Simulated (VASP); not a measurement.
# Ta: relaxation of cell and atoms with PBE

The system is Ta.

```
Ta
1.0
    -1.65128    1.65128    1.65128
     1.65128   -1.65128    1.65128
     1.65128    1.65128   -1.65128
Ta
1
Direct
  0.00000 0.00000 0.00000
```

- Program: VASP 6.6.1
- Task: relaxation of cell and atoms
- Functional: PBE
- Potentials or basis: VASP PAW PBE potentials, release 64 (Ta_pv)
- Cutoff: 520 eV
- k mesh: 6 × 6 × 6
- Occupations: gaussian, width 0.1 eV
- Spin: no spin polarisation
- Further INCAR settings: ALGO = Fast; EDIFF = 1e-07; IBRION = 2; EDIFFG = -0.002; NSW = 80; ISIF = 3

The relaxed volume is 18.53 Å³/atom and the relaxed cell is a = 2.887 Å, b = 2.887 Å, c = 2.887 Å, α = 109.47°, β = 109.47°, γ = 109.47°. The space group after relaxing (to 0.05 Å) is Im-3m (No. 229) and the energy gained by relaxing is 8.7 meV/atom. The ionic steps are 16 and the pressure after relaxing is 0.0 GPa. The band gap on the k mesh is none (metal or under the smearing width).

The path:
```tsv
step	energy change (eV)	largest force (eV/Å)	pressure (GPa)	volume (Å³)
1	0.0000	0.0000	5.50	18.01
2	0.0299	0.0000	-10.33	19.67
3	-0.0087	0.0000	-0.08	18.53
4	-0.0087	0.0000	0.04	18.52
5	-0.0087	0.0000	0.03	18.52
6	-0.0087	0.0000	0.03	18.52
7	-0.0087	0.0000	0.03	18.52
8	-0.0087	0.0000	0.03	18.52
9	-0.0087	0.0000	0.03	18.52
10	-0.0087	0.0000	0.03	18.52
11	-0.0087	0.0000	0.03	18.52
12	-0.0087	0.0000	0.03	18.52
13	-0.0087	0.0000	0.03	18.52
14	-0.0087	0.0000	0.03	18.52
15	-0.0087	0.0000	0.03	18.52
16	-0.0087	0.0000	0.00	18.53
```

Final structure:
```
Ta
1.0
    -1.66687    1.66687    1.66687
     1.66687   -1.66687    1.66687
     1.66687    1.66687   -1.66687
Ta
1
Cartesian
  0.0000 0.0000 0.0000
```

Levels at points of the mesh, in eV from the Fermi level:
```csv
k point,band 3,band 4,band 5,band 6,band 7,band 8
"(0.00, 0.00, 0.00)",-33.17,-7.74,0.77,0.77,0.77,3.95
"(0.50, 0.00, 0.00)",-33.17,-4.20,-1.42,1.52,3.81,4.80
"(0.50, 0.50, 0.50)",-33.91,-3.58,-3.58,6.64,6.64,6.64
```

It took 26 s on 1 thread of AMD EPYC 7R13 Processor (Zen 3), on a shared host, peak memory 0.12 GiB.

Caveat: the k mesh is coarse (spacing up to 0.45 Å⁻¹), so the values aren't converged. Spin-orbit coupling is left out, which matters for the levels of Ta.
